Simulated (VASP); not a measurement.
The system is CdTe.

```xyz
2
Lattice="0.0000 3.2050 3.2050 3.2050 0.0000 3.2050 3.2050 3.2050 0.0000" Properties=species:S:1:pos:R:3 pbc="T T T"
Te    4.8075    4.8075    4.8075
Cd    0.0000    0.0000    0.0000
```

Base run:

```yaml
Program: VASP 6.6.1
Functional: PBE
Potentials_or_basis: VASP PAW PBE potentials, release 64 (Te, Cd)
Cutoff: 520 eV
k_mesh: 6 × 6 × 6
Occupations: gaussian, width 0.02 eV
Spin: spin-orbit coupling, no magnetisation
```

Its results: pressure 4.4 GPa.

Task: The run is repeated on the same cell with these changes: functional from PBE to LDA; potentials or basis from VASP PAW PBE potentials, release 64 (Te, Cd) to VASP PAW LDA potentials, release 64 (Te, Cd). What comes out?

Result: Pressure 0.3 GPa.
